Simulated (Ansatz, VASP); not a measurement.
# Two plane-wave programs on V

The input INCAR:

```
SYSTEM = V
ALGO = Normal ; EDIFF = 1E-6
EDIFFG = -0.005 ; ENCUT = 600
GGA = PE ; IBRION = 2
ISIF = 3 ; ISMEAR = 0
LASPH = .TRUE. ; LCHARG = .FALSE.
LREAL = .FALSE. ; LWAVE = .FALSE.
NELM = 80 ; NSW = 100
PREC = Accurate ; SIGMA = 0.1
```

File KPOINTS:

```
k-points
0
G
  18 18 18
  0 0 0
```

POSCAR

```
V
1.0
    0.0000000000      1.8950000000      1.8950000000
    1.8950000000      0.0000000000      1.8950000000
    1.8950000000      1.8950000000      0.0000000000
V
1
Direct
    0.0000000000      0.0000000000      0.0000000000
```

Input for Ansatz:

```yaml
crystal:
  lattice:
    - [0.0, 1.895, 1.895]
    - [1.895, 0.0, 1.895]
    - [1.895, 1.895, 0.0]
  atoms:
    - { symbol: V, position: [0.0, 0.0, 0.0] }
basis:
  ecutwfc: 420
kpoints:
  mp_grid: { grid: [18, 18, 18] }
hamiltonian:
  xc: pbe
scf:
  occupations: { method: gaussian, width: 0.1 }
output:
  forces: true
  stress: true
  eigenvalues: true
relax:
  adjacent_minimum: "off"
  f_tol: 0.005
  max_steps: 80
  cell: { stress_tol: 0.05 }
```

This isn't the form of V at room conditions, which is bcc.

Alike in both runs: task relaxation of cell and atoms; functional PBE; k mesh 18 × 18 × 18; occupations gaussian, width 0.1 eV; no spin polarisation.

```csv
,VASP,Ansatz
version,VASP 6.6.1,Ansatz 0.2.0
potentials or method,"VASP PAW PBE potentials, release 64 (V_sv)","scalar-relativistic, plane waves, PAW"
plane-wave cutoff (eV),600,420
valence electrons in the cell,13,13
```

|  | VASP | Ansatz | Ansatz less VASP |
| --- | --- | --- | --- |
| gap on the k mesh at the Fermi level, each at its own relaxed structure (eV) | none | none | - |
| relaxed volume (Å³/atom) | 13.91 | 13.90 | -0.015 |
| relaxed cell length with the largest relative difference (Å) | 2.700 | 2.699 | -0.0010 |
| energy change over the relaxation (meV/atom) | -4 | -3 | +0.3 |

A gap of «none» marks a metal or a gap that the smearing closes.

PBE usually gives volumes a little too large and moduli too small. Zero-point motion and thermal expansion aren't in these numbers.
